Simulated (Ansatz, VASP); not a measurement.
**Two plane-wave programs on LiF**

```
Li F
1.0
     0.00000    2.00272    2.00272
     2.00272    0.00000    2.00272
     2.00272    2.00272    0.00000
Li F
1 1
Direct
  0.00000 0.00000 0.00000
  0.50000 0.50000 0.50000
```

Alike in both runs: task single point; functional PBEsol; dispersion D3(BJ); k mesh 10 × 10 × 10; occupations gaussian, width 0.05 eV; no spin polarisation.

```csv
,VASP,Ansatz
version,VASP 6.6.1,Ansatz 0.2.0
potentials or method,"VASP PAW PBE potentials, release 64 (Li_sv, F)","scalar-relativistic, plane waves, PAW"
plane-wave cutoff (eV),520,420
valence electrons in the cell,10,10
```

```csv
,VASP,Ansatz,Ansatz less VASP
gap on the k mesh at the Fermi level (eV),9.07,9.07,-0.006
least direct gap on the mesh (eV),9.07,9.07,-0.006
dispersion energy (meV/atom),-146.9,-147.0,-0.04
```

 A k mesh can miss the band edges. A hybrid or GW would open this gap; PBEsol tends to underestimate it.
